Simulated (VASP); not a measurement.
**SiO2 (rutile), PBE single-point calculation: Ansatz's output and VASP's**

```
Si O
1.0
     4.18519    0.00000    0.00000
     0.00000    4.18519    0.00000
     0.00000    0.00000    2.66884
Si O
2 4
Direct
  0.00000 0.00000 0.00000
  0.50000 0.50000 0.50000
  0.30610 0.30610 0.00000
  0.19390 0.80610 0.50000
  0.80610 0.19390 0.50000
  0.69390 0.69390 0.00000
```

Ansatz printed

```
SCF 1 converged in 6 iterations: F = -3546.975673 eV  dr2 = 2.18e-8
  greatest PAW one-centre occupation: 0.861 electrons in one spin orbital (limit 2), on the O atom at site 5 (counted from 0), in its partial waves of l = 0
NSCF: frozen V_eff on 6 k-points
SCF converged after 6 iterations
Free energy (F): -3546.975673 eV
Harris-Foulkes:  -3546.975673 eV  (|F-HF|=1.43e-8)
Internal energy: -3546.975673 eV  (E = F + TS)
E sigma→0 (E₀):  -3546.975673 eV
Fermi energy:    13.305517 eV
--- Per-component energies (eV) ---
  E_band       = 65.159068
  E_kinetic    = 815.588839
  E_local      = -1221.717704  (includes V_loc(G=0)·N_el)
  E_nonlocal   = 236.601300
  E_hartree    = 433.788698
  E_xc         = -412.317242
  E_vxc        = -480.114508  (∫ρ·V_xc dr)
  E_paw        = -1661.945423  (= ΣΔE_a)
  E_vpaw       = -152.790817  (= ΣTr[D̂ρ^β])
  E_aug_tail   = 0.010166  (compensation charges beyond the density's cutoff)
  E_ewald      = -1736.984306
  E_smearing   = -0.000000  (= −TS)
  E_closure    = 0.000000  (closes the sum)
  Σ components = -3546.975673   (vs F -3546.975673, Δ=0.00e0)
--- Forces (eV/Å), atoms counted from 1 ---
  atom   1  Si     0.00000000     0.00000000     0.00000000
  atom   2  Si     0.00000000     0.00000000     0.00000000
  atom   3  O     -0.05857577    -0.05857577     0.00000000
  atom   4  O      0.05857577    -0.05857577    -0.00000000
  atom   5  O     -0.05857577     0.05857577     0.00000000
  atom   6  O      0.05857577     0.05857577    -0.00000000
  max |Σ_I F_I| component: 1.39e-17 eV/Å
--- Stress (GPa, compression-positive) ---
        9.184154       0.000000       0.000000
        0.000000       9.184154       0.000000
        0.000000       0.000000      10.400167
  P = ⅓ Tr σ = 9.5895 GPa (95.895 kbar)
--- Band table (eV; the first three rows and the last of 60) ---
  k-point 0: bands = ["-11.9963", "-8.3886", "-8.3886", "-8.1581", "-0.3205", "4.1253", "4.1253", "4.3179", "5.1659", "5.4484", "7.4139", "7.4139", "8.0226", "9.6505", "9.6505", "10.5277", "16.0832", "17.2509", "19.0435", "19.0435", "21.6793"]
  k-point 1: bands = ["-11.8633", "-8.3207", "-8.3207", "-8.1414", "-0.2687", "4.2371", "4.2371", "4.4635", "4.7854", "5.2656", "6.9566", "6.9566", "7.5321", "9.5551", "9.5551", "10.4090", "16.5786", "17.9724", "19.6300", "19.6300", "21.0916"]
  k-point 2: bands = ["-11.4749", "-8.1363", "-8.1350", "-8.1350", "-0.1431", "4.0463", "4.5594", "4.5594", "4.6001", "4.8920", "5.9060", "5.9060", "6.5710", "9.2512", "9.2512", "10.0360", "17.5593", "19.6077", "20.6650", "21.0233", "21.0233"]
  k-point 59: bands = ["-8.9803", "-8.9803", "-7.8094", "-7.8094", "-0.2081", "-0.2081", "2.3899", "2.3899", "6.0021", "6.0021", "6.0688", "6.0688", "8.7699", "8.7699", "8.9818", "8.9818", "17.6956", "17.6956", "21.5364", "21.5364", "22.2300"]
```

Datasets and cutoffs are each program's own. VASP's cell holds 32 valence electrons and Ansatz's 32. Ansatz's stress includes a Pulay correction; VASP's doesn't.

**Question.** What does VASP give for the same cell and level of theory?

**Answer.** gap between bands v and c 5.54 eV; least direct gap 5.54 eV; pressure 9.8 GPa; largest force 0.10 eV/Å.

From OUTCAR

```
k-points           NKPTS =     60   k-points in BZ     NKDIM =     60   number of bands    NBANDS=     25

   NELECT =      32.0000    total number of electrons

   dimension x,y,z NGX =    32 NGY =   32 NGZ =   20
   dimension x,y,z NGXF=    64 NGYF=   64 NGZF=   40

  energy-cutoff  :      520.00
  volume of cell :       46.75
      direct lattice vectors                 reciprocal lattice vectors
     4.185188799  0.000000000  0.000000000     0.238937847  0.000000000  0.000000000
     0.000000000  4.185188799  0.000000000     0.000000000  0.238937847  0.000000000
     0.000000000  0.000000000  2.668839891     0.000000000  0.000000000  0.374694639

 k-points in reciprocal lattice and weights: KPOINTS created by Atomic Simulation Env
   0.00000000  0.00000000  0.00000000       0.003
   0.16666667  0.00000000  0.00000000       0.011
   0.33333333  0.00000000  0.00000000       0.011
   0.50000000  0.00000000  0.00000000       0.006
   0.16666667  0.16666667  0.00000000       0.011
   0.33333333  0.16666667  0.00000000       0.022
   0.50000000  0.16666667  0.00000000       0.011
   0.33333333  0.33333333  0.00000000       0.011
   ...

 E-fermi :   8.6070

 k-point     1 :       0.0000    0.0000    0.0000
  band No.  band energies     occupation
      1     -14.3560      2.00000
      2     -10.7415      2.00000
      3     -10.7415      2.00000
      4     -10.5157      2.00000
      5      -2.6703      2.00000
      6       1.7665      2.00000
      7       1.7665      2.00000
      8       1.9725      2.00000
      9       2.8121      2.00000
     10       3.0959      2.00000
     11       5.0616      2.00000
     12       5.0616      2.00000
     13       5.6722      2.00000
     14       7.3108      2.00000
     15       7.3108      2.00000
     16       8.1876      2.00000
     17      13.7298      0.00000
     18      14.8891      0.00000
     19      16.6747      0.00000
     20      16.6747      0.00000
     21      19.3192      0.00000
     22      19.8400      0.00000
     23      22.4029      0.00000
     24      22.4029      0.00000
     25      23.9722      0.00000

 k-point     2 :       0.1667    0.0000    0.0000
  band No.  band energies     occupation
      1     -14.2113      2.00000
      2     -11.4028      2.00000
      3     -10.6685      2.00000
      4     -10.1597      2.00000
      5      -2.4737      2.00000
      6       1.0238      2.00000
      7       1.8340      2.00000
      8       2.4904      2.00000
      9       2.9213      2.00000
     10       3.6712      2.00000
     11       4.8021      2.00000
     12       5.1240      2.00000
     13       5.7169      2.00000
     14       6.7216      2.00000
     15       7.2617      2.00000
     16       7.9713      2.00000
     17      14.1725      0.00000
     18      15.1307      0.00000
     19      16.7386      0.00000
     20      16.7561      0.00000
     21      19.7466      0.00000
     22      20.0629      0.00000
     23      21.6511      0.00000
     24      21.8387      0.00000
     25      23.7700      0.00000

 k-point     3 :       0.3333    0.0000    0.0000
  band No.  band energies     occupation
      1     -13.7886      2.00000
      2     -12.2875      2.00000
      3     -10.4729      2.00000
      4     -10.0690      2.00000
      5      -1.9320      2.00000
      6      -0.1000      2.00000
      7       2.5018      2.00000
      8       3.2356      2.00000
      9       3.4141      2.00000
     10       4.1820      2.00000
     11       4.2761      2.00000
     12       5.2913      2.00000
     13       5.4298      2.00000
     14       5.6754      2.00000
     15       7.1469      2.00000
     16       7.4577      2.00000
     17      15.1095      0.00000
     18      15.7191      0.00000
     19      16.9373      0.00000
     20      17.1134      0.00000
     21      19.5664      0.00000
     22      20.2503      0.00000
     23      20.7077      0.00000
     24      22.0606      0.00000
     25      23.0863      0.00000

 k-point     4 :       0.5000    0.0000    0.0000
  band No.  band energies     occupation
      1     -13.1235      2.00000
      2     -13.1235      2.00000
      3     -10.2290      2.00000
      4     -10.2290      2.00000
      5      -1.1212      2.00000
      6      -1.1212      2.00000
      7       3.6384      2.00000
      8       3.6384      2.00000
      9       3.7127      2.00000
     10       3.7127      2.00000
     11       4.3261      2.00000
     12       4.3261      2.00000
     13       5.5051      2.00000
     14       5.5051      2.00000
     15       7.1198      2.00000
     16       7.1198      2.00000
     17      15.8851      0.00000
     18      15.8851      0.00000
     19      17.2573      0.00000
     20      17.2573      0.00000
     21      19.2137      0.00000
     22      19.2137      0.00000
     23      21.7185      0.00000
     24      21.7185      0.00000
     25      23.0822      0.00000

 ...

  Total        2.6640354      2.6640354      3.2109025     -0.0000000      0.0000000      0.0000000
  in kB       91.3057116     91.3057116    110.0487387     -0.0000000      0.0000000      0.0000000
  external PRESSURE =      97.5533873 kB  Pullay stress =       0.0000000 kB

 POSITION                                       TOTAL-FORCE (eV/Angst)
 -----------------------------------------------------------------------------------
      0.00000      0.00000      0.00000         0.000000     -0.000000      0.000000
      2.09259      2.09259      1.33442         0.000000     -0.000000      0.000000
      1.28109      1.28109      0.00000        -0.070978     -0.070978     -0.000000
      0.81150      3.37368      1.33442         0.070978     -0.070978      0.000000
      3.37368      0.81150      1.33442        -0.070978      0.070978      0.000000
      2.90410      2.90410      0.00000         0.070978      0.070978      0.000000
 -----------------------------------------------------------------------------------
    total drift:                                0.000000      0.000000     -0.000000

  FREE ENERGIE OF THE ION-ELECTRON SYSTEM (eV)
  ---------------------------------------------------
  free  energy   TOTEN  =       -46.2698723943 eV

  energy  without entropy=      -46.2698723943  energy(sigma->0) =      -46.26987239
```
